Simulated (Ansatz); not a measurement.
A plane-wave DFT run in Ansatz 0.2.0 (scalar-relativistic PAW potentials unless the input names others): input and command.

```yaml
crystal:
  lattice:
    - [-4.002485543, 4.0286447738, -0.0412626105]
    - [-4.0524366703, -0.0912137378, 4.0965953644]
    - [0.0112362772, 3.9986184405, 4.0166179038]
  atoms:
    - { symbol: Al, position: [0.0009447083, 0.0004850955, 0.0011611048] }
    - { symbol: Al, position: [0.4879637997, -0.0001861327, 0.0006176893] }
    - { symbol: Al, position: [-0.0042652859, 0.5021059677, -0.0042726287] }
    - { symbol: Al, position: [0.0082161273, -0.0005098302, 0.4920037276] }
    - { symbol: Al, position: [0.5065390111, 0.4952532639, 0.0019408524] }
    - { symbol: Al, position: [0.4902762189, 0.0024170864, 0.5099062928] }
    - { symbol: Al, position: [0.0006482967, 0.5052200247, 0.501874695] }
    - { symbol: Al, position: [0.5096771238, 0.4952145248, 0.4967682667] }
basis:
  ecutwfc: 420
kpoints:
  mp_grid: { grid: [10, 10, 10] }
hamiltonian:
  xc: pbe
  dispersion: d3bj
  pseudopotentials: { kind: nc }
scf:
  occupations: { method: gaussian, width: 0.15 }
  max_iter: 80
output:
  forces: true
  eigenvalues: true
  stress: true
magnetization:
  spin_polarized: true
  spin_orbit: true
```

```bash
ansatz run input.yaml --threads 2 --pin off --max-ram 5120MiB --backend cpu --events-out ev --progress --plain --runs-dir out
```

Task: What is wrong with this input?

Result: The program refuses it, because of spin-orbit coupling on scalar files and without noncollinear: true (magnetization: not typed → {"spin_polarized": true, "spin_orbit": true}; hamiltonian.pseudopotentials: not typed → {"kind": "nc"}). Without those keys it is accepted.

Abridged log:
```
Error: 2 input errors — fix all and re-run
  1. inconsistent input (magnetization.spin_orbit, magnetization.noncollinear): true requires noncollinear: true — spin–orbit coupling acts on 2-spinor wavefunctions; set both flags
  2. inconsistent input (magnetization.spin_orbit, hamiltonian.pseudopotentials.kind): true requires a fully-relativistic hamiltonian.pseudopotentials.kind (nc_fr or paw_fr), or kind: all_electron without datasets and azcp, which then solves Dirac's equation on LAPW. paw_fr resolves this project's PAW files (source: ansatz) by j as it reads them
```